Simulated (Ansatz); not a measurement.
Tl:

```
Tl
1.0
     3.45600    0.00000    0.00000
    -1.72800    2.99298    0.00000
     0.00000    0.00000    5.52500
Tl
2
Direct
  0.66667 0.33333 0.75000
  0.33333 0.66667 0.25000
```

Base run:

| Item | Value |
| --- | --- |
| Program | Ansatz 0.2.0 |
| Functional | revPBE |
| Potentials or basis | Ansatz PAW |
| Cutoff | 420 eV |
| Density cutoff | 1680 eV |
| k mesh | 9 × 9 × 5 |
| Occupations | fermi-dirac, width 0.05 eV |
| Spin | no spin polarisation |

Its results: band gap on the k mesh none (metal or under the smearing width); pressure 4.8 GPa.

Task: The run is repeated on the same cell with these changes: functional from revPBE to BLYP. What comes out?

Result: Band gap on the k mesh none (metal or under the smearing width); pressure 7.2 GPa.

Caveats: the potentials were made for another functional, which shifts forces and pressure; the PAW data sets come from PBE, with cores solved anew for the run's functional, which leaves a small shift of forces and pressure.

Not every run made on this cell is shown here.
